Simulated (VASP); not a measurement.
# Mg: intraband terms of a metal's spectrum

Mg, P6_3/mmc (no. 194), 2 atoms in the cell. PBE, independent-particle dielectric function; PAW potentials Mg (PBE set).

## Input

INCAR.step1:
```
  EDIFF = 1E-7
  ENCUT = 230
  ISMEAR = 1
  KPAR = 4
  LASPH = T
  LCHARG = T
  LMAXMIX = 4
  LWAVE = F
  PREC = Accurate
  SIGMA = 0.1
```

INCAR.step2:
```
  CSHIFT = 0.1
  EDIFF = 1E-6
  ENCUT = 230
  ICHARG = 11
  ISMEAR = 0
  KPAR = 4
  LASPH = T
  LCHARG = F
  LMAXMIX = 4
  LWAVE = T
  NBANDS = 20
  NEDOS = 3000
  OMEGAMAX = 30
  PREC = Accurate
  SIGMA = 0.3
```

INCAR.step3, as INCAR.step2 but for:
```
- LWAVE = T
+ ALGO = None
+ ISTART = 1
+ LOPTICS = T
+ LWAVE = F
+ NELM = 1
```

INCAR.step4, as INCAR.step3 but for:
```
+ WPLASMAI = 0.03
```

INCAR.step5 to INCAR.step6 change the same tag again: WPLASMAI = 0.1, 0.3.

INCAR.step7, as INCAR.step6 but for:
```
- WPLASMAI = 0.3
+ RTIME = 5
```

INCAR.step8, as INCAR.step7 but for:
```
- RTIME = 5
+ RTIME = 1
```

INCAR.step9, as INCAR.step8 but for:
```
- RTIME = 1
+ LNABLA = T
```

INCAR.step10, as INCAR.step9 but for:
```
- ISMEAR = 0
- LNABLA = T
+ ISMEAR = -5
```

KPOINTS.step1:
```
k-points
0
Gamma
  10 10 5
```

KPOINTS.step2:
```
k-points
0
Gamma
  19 19 11
```

POSCAR:
```
Mg
1.0
    3.2093000000      0.0000000000      0.0000000000
   -1.6046500000      2.7793353284      0.0000000000
    0.0000000000      0.0000000000      5.2103000000
Mg
2
Direct
    0.6666666667      0.3333333333      0.7500000000
    0.3333333333      0.6666666667      0.2500000000
```

Commands (each step's output is kept before the next begins):
```
cat potpaw_PBE.64/Mg/POTCAR > POTCAR
cp INCAR.step1 INCAR
cp KPOINTS.step1 KPOINTS
mpirun -np 4 vasp_std > vasp.out
cp INCAR.step2 INCAR
cp KPOINTS.step2 KPOINTS
mpirun -np 4 vasp_std > vasp.out
cp INCAR.step3 INCAR
mpirun -np 4 vasp_std > vasp.out
cp INCAR.step4 INCAR
mpirun -np 4 vasp_std > vasp.out
cp INCAR.step5 INCAR
mpirun -np 4 vasp_std > vasp.out
cp INCAR.step6 INCAR
mpirun -np 4 vasp_std > vasp.out
cp INCAR.step7 INCAR
mpirun -np 4 vasp_std > vasp.out
cp INCAR.step8 INCAR
mpirun -np 4 vasp_std > vasp.out
cp INCAR.step9 INCAR
mpirun -np 4 vasp_std > vasp.out
cp INCAR.step10 INCAR
mpirun -np 4 vasp_std > vasp.out
```

## Result

- Bands: 20

One ground state, settings moved in the last step alone:

| Settings | Plasma frequency (eV) | Im ε at 0.5 eV | Im ε at 1 eV | Im ε at 2 eV | Im ε at 4 eV | Time (s) |
|---|---|---|---|---|---|---|
| interband part alone | 7.58 | 104.6 | 65.0 | 5.8 | 0.6 | 9 |
| Drude term, WPLASMAI 0.03 | 7.58 | 118.4 | 66.7 | 6.0 | 0.6 | 10 |
| Drude term, WPLASMAI 0.1 | 7.58 | 148.8 | 70.7 | 6.5 | 0.7 | 9 |
| Drude term, WPLASMAI 0.3 | 7.58 | 205.9 | 80.8 | 7.9 | 0.9 | 11 |
| relaxation time RTIME 5 fs | 7.58 | 161.2 | 72.4 | 6.8 | 0.7 | 10 |
| relaxation time RTIME 1 fs | 7.58 | 215.2 | 91.3 | 10.1 | 1.2 | 9 |
| transversal form (LNABLA) | 7.56 | 104.4 | 64.8 | 5.8 | 0.6 | 10 |
| tetrahedron method | – | – | – | – | – | no result |

VASP 6.6.1 took 84 s on 4 cores (AMD EPYC 7R43 (Zen 3)), a shared host.
